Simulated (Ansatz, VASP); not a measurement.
# MgH2 in VASP and in Ansatz

```
Mg H
1.0
    -1.34808    2.37616    2.05213
     1.34808   -2.37616    2.05213
     1.34808    2.37616   -2.05213
Mg H
1 2
Direct
  0.36562 0.86562 0.50000
  0.97896 0.22392 0.75503
  0.46889 0.22392 0.24497
```

Alike in both runs: task single point; functional PBE; k mesh 8 × 8 × 8; occupations gaussian, width 0.1 eV; no spin polarisation.

```csv
,VASP,Ansatz
version,VASP 6.6.1,Ansatz 0.2.0
potentials or method,"VASP PAW PBE potentials, release 64 (Mg, H)","scalar-relativistic, plane waves, PAW"
plane-wave cutoff (eV),520,420
valence electrons in the cell,4,12
```

VASP gave:

```
gap on the k mesh at the Fermi level (eV)       : 0.45
least direct gap on the mesh (eV)               : 2.37
pressure (GPa)                                  : 10.5
largest component of the traceless stress (GPa) : 8.50
rms of the force components (eV/Å)              : 0.128
```

Task: Which values does Ansatz return?

Result: gap on the k mesh at the Fermi level (eV): 0.46; least direct gap on the mesh (eV): 2.38; pressure (GPa): 10.8; largest component of the traceless stress (GPa): 8.47; rms of the force components (eV/Å): 0.128.

Atom by atom the forces differ by 0.000 eV/Å (rms over components). The two sets of potentials don't hold the same shells in valence.
